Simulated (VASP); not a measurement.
Crystal: CO2.

```xyz
24
Lattice="4.3141 2.4908 3.5347 -4.3141 2.4908 3.5347 0.0000 -4.9816 3.5347" Properties=species:S:1:pos:R:3 pbc="T T T"
C     0.0000    0.0000    0.0000
C     0.0000    0.0000    5.3020
C    -1.0781    1.8673    2.6510
C    -1.0781   -1.8673    2.6510
C     2.1562    0.0000    2.6510
C     1.0781   -1.8673    7.9530
C     1.0781    1.8673    7.9530
C    -2.1562    0.0000    7.9530
O    -0.1592   -2.5866    5.7357
O     2.3197    1.1554    5.7357
O    -2.1604    1.4312    5.7357
O     2.1537    1.0596    3.1009
O    -0.1592   -2.3950    3.1009
O    -1.9945    1.3354    3.1009
O     0.1592    2.5866    4.8683
O    -2.3197   -1.1554    4.8683
O     2.1604   -1.4312    4.8683
O    -2.1537   -1.0596    7.5031
O     0.1592    2.3950    7.5031
O     1.9945   -1.3354    7.5031
O     0.0000    0.0000    1.1506
O     0.0000    0.0000    4.1514
O     0.0000    0.0000    9.4534
O     0.0000    0.0000    6.4526
```

Base run:

```yaml
Program: VASP 6.6.1
Functional: PBE
Potentials_or_basis: VASP PAW PBE potentials, release 64 (C, O)
Cutoff: 520 eV
k_mesh: 4 × 4 × 4, shifted
Occupations: fermi-dirac, width 0.02 eV
Spin: no spin polarisation
```

Its results: band gap on the k mesh 6.74 eV, indirect (least direct gap 6.84 eV); pressure 24.6 GPa; largest force 1.903 eV/Å.

**Question.** The run is repeated on the same cell with these changes: k mesh from 4 × 4 × 4, shifted to 4 × 4 × 4; further incar settings from LREAL = Auto; ALGO = Fast; EDIFF = 1e-08; NBANDS = 82 to LREAL = Auto; ALGO = Normal; EDIFF = 1e-08; NBANDS = 82. What comes out?

**Answer.** Band gap on the k mesh 6.61 eV, indirect (least direct gap 6.78 eV); pressure 24.6 GPa; largest force 1.903 eV/Å.

Caveats: the standard files for N, O and F lose accuracy on very short bonds; so large a pressure means that the cell lies far from this level's equilibrium, or that cutoff or potentials fall short; forces of over 1 eV/Å show positions far from the minimum, so gaps and moduli don't describe the material at rest.

A k mesh can miss the band edges.
